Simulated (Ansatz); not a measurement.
A single-point calculation of Si, lonsdaleite with Ansatz 0.2.0, at the level PBE. The cell was relaxed with r2SCAN and then strained (epitaxial -4.0 % in the xy plane, free normal strain +1.49 %), with the atoms relaxed again with r2SCAN; k points keep the names of the unstrained zone.

```yaml
crystal:
  lattice:
    - [3.6788443766, 0.0, 0.0]
    - [-1.8394221883, 3.1859726867, 0.0]
    - [0.0, 0.0, 6.4357401288]
  atoms:
    - { symbol: Si, position: [0.3333333333, 0.6666666667, 0.0044737245] }
    - { symbol: Si, position: [0.6666666667, 0.3333333333, 0.5044737245] }
    - { symbol: Si, position: [0.3333333333, 0.6666666667, 0.3705262755] }
    - { symbol: Si, position: [0.6666666667, 0.3333333333, 0.8705262755] }
kpoints:
  mp_grid: { grid: [12, 12, 4] }
  band_path:
    path:
      - [0.0, 0.0, 0.0]
      - [0.5, 0.0, 0.0]
      - [0.3333333333, 0.3333333333, 0.0]
      - [0.0, 0.0, 0.5]
      - [0.5, 0.0, 0.5]
      - [0.3333333333, 0.3333333333, 0.5]
    npoints: 1
hamiltonian:
  xc: pbe
scf:
  occupations: { method: fermi_dirac, width: 0.02 }
  n_extra_bands: 5
output:
  forces: true
  stress: true
  eigenvalues: true
  write_density: true
  write_potential: true
  elf: true
  volumetric_format: npy
```

The output follows, shortened, with numbered blanks.
```
scf.n_extra_bands = 5 over 8 filled bands (N_el = 16.0): the run solves 13 bands
Functional definition: PBE
Crystal: 4 atoms, lattice volume = 75.431 Å³
[1]
Symmetry: 24 space group operations
Space group: P63/mmc (ITA 194)
k-points: 57 of 576
Free energy (F): -2542.953645 eV
Internal energy: -2542.953640 eV  (E = F + TS)
E sigma→0 (E₀):  -2542.953642 eV
Entropy (-TS):   -0.000006 eV (-0.001 meV/atom)
[2]
--- Per-component energies (eV) ---
  E_band       = 26.332987
  E_kinetic    = 165.641512
  E_local      = -102.668740
  E_nonlocal   = 105.602455
  E_hartree    = 28.730306
  E_xc         = -222.580040
  E_vxc        = -189.369255
  E_paw        = -2051.663975
  E_vpaw       = -10.333622
  E_ewald      = -466.015181
  E_smearing   = -0.000006
--- Forces (eV/Å), atoms counted from 1 ---
  atom   1  Si      0.00000      0.00000      0.03106
  atom   2  Si      0.00000      0.00000      0.03106
  atom   3  Si      0.00000      0.00000    -0.03106
  atom   4  Si      0.00000      0.00000    -0.03106
--- Stress (GPa, compression-positive) ---
[3]
--- Band table (eV; the first three rows and the last of 57) ---
[4]
```

The rows of the band table are 0: (0, 0, 0) = Γ, 1: (0, 0, 1/4), 2: (0, 0, -1/2) = A, 56: (1/3, 1/3, -1/2) = H.

Q: Fill in the blanks. They hold the Fermi energy and the band table, the stress, cutoff and plane waves at Γ.

A:
```
[1]
Basis set: ecut = 420 eV, 1485 PW (Γ)
[2]
Fermi energy:    7.466970 eV
[3]
       11.682665       0.000000       0.000000
        0.000000      11.682665       0.000000
        0.000000       0.000000       1.440485
  P = ⅓ Tr σ = 8.2686 GPa (82.686 kbar)
[4]
  k-point 0: bands = […, -0.5358, 5.9439, 5.9439, 6.3474, 7.3502, 7.3502, 8.7155, 9.0590, 9.4224, 9.4224, …]
  k-point 1: bands = […, 0.4135, 4.6571, 6.0898, 6.0898, 7.0416, 7.0416, 9.2258, 9.7190, 9.7190, 9.7746, …]
  k-point 2: bands = […, 2.3567, 2.3567, 6.4981, 6.4981, 6.4981, 6.4981, 9.6533, 9.6533, 10.3581, 10.3581, …]
  k-point 56: bands = […, -0.4376, -0.4376, 2.3457, 2.3457, 4.7824, 4.7824, 8.4468, 8.4468, 10.2745, 10.2745, …]
```
The trailing digits, and the zero of the energies, depend on the potentials and thresholds.

PBE gives an indirect gap of 0.23 eV, from Γ to K; the least direct gap is 1.37 eV at Γ. The gap is the least over the mesh and the extra points. With the atoms held, the mean pressure is +8.27 GPa (compression positive). The largest force is 0.03 eV/Å.

Command: `ansatz run input.yaml --threads 2 --pin off --max-ram 18432MiB --backend cpu --events-out ev --progress --plain --runs-dir out`.

Q: It took 1.6 s on 2 threads of AMD EPYC 7R13 Processor (Zen 3), with other jobs on the host, load about 1.1 per core. What peak of host memory did it reach?

A: About 0.49 GiB.

The values are computed, spin-unpolarised, and not measurements.
